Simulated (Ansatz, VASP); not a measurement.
**Two plane-wave programs on Hg**

```
Hg
1.0
     2.12432   -2.67258    0.00000
     2.12432    2.67258    0.00000
    -2.11513    0.00000    2.89220
Hg
1
Direct
  0.00000 0.00000 0.00000
```

Alike in both runs: task single point; functional PBE; k mesh 9 × 9 × 9; no spin polarisation.

```csv
,VASP,Ansatz
version,VASP 6.6.1,Ansatz 0.2.0
potentials or method,"VASP PAW PBE potentials, release 64 (Hg)","plane waves, norm-conserving potentials"
plane-wave cutoff (eV),520,898
occupations,"methfessel-paxton of order 1, width 0.1 eV",methfessel-paxton of order 1
valence electrons in the cell,12,20
```

|  | VASP | Ansatz | Ansatz less VASP |
| --- | --- | --- | --- |
| gap on the k mesh at the Fermi level (eV) | none | none | - |
| pressure (GPa) | -0.5 | -0.6 | -0.02 |
| largest component of the traceless stress (GPa) | 0.33 | 0.32 | -0.011 |

A gap of «none» marks a metal or a gap that the smearing closes. The two sets of potentials don't hold the same shells in valence.

The runs have no spin-orbit coupling, so splittings on Hg are missing.
